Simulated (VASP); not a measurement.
The system is PbSe (Clausthalite).

```
CELL_PARAMETERS angstrom
0.00000 3.06065 3.06065
3.06065 0.00000 3.06065
3.06065 3.06065 0.00000
ATOMIC_POSITIONS crystal
Pb 0.00000 0.00000 0.00000
Se 0.50000 0.50000 0.50000
```

| Property | Result |
| --- | --- |
| Program | VASP 6.6.1 |
| Task | relaxation of cell and atoms |
| Functional | LAK |
| Potentials or basis | VASP PAW PBE potentials, release 64 (Pb_d, Se) |
| Cutoff | 600 eV |
| k mesh | 8 × 8 × 8 |
| Occupations | fermi-dirac, width 0.05 eV |
| Spin | no spin polarisation |

At the start: pressure 5.6 GPa; volume 28.67 Å³/atom.

**Question.** How do energy, volume and symmetry change on relaxing?

**Answer.** Over 3 steps the energy falls by 47.0 meV/atom and the volume is 31.61 Å³/atom (+10.3 %); space group Fm-3m (No. 225, to 0.05 Å).

The path:
```tsv
step	energy change (eV)	largest force (eV/Å)	pressure (GPa)	volume (Å³)
1	0.0000	0.0000	5.58	57.34
2	-0.0777	0.0000	-1.79	66.04
3	-0.0940	0.0000	0.05	63.22
```

Final structure:
```
CELL_PARAMETERS angstrom
0.00000 3.16193 3.16193
3.16193 0.00000 3.16193
3.16193 3.16193 0.00000
ATOMIC_POSITIONS crystal
Pb 0.00000 0.00000 0.00000
Se 0.50000 0.50000 0.50000
```

The cell as given is a measured one (28.67 Å³/atom); LAK puts the equilibrium volume +10.3 % from it, thermal expansion not counted.

Caveat: the PAW data sets were made with another functional, which shifts forces and pressure a little; the volume moved by +10 % from the deposited cell, more than functionals usually miss.
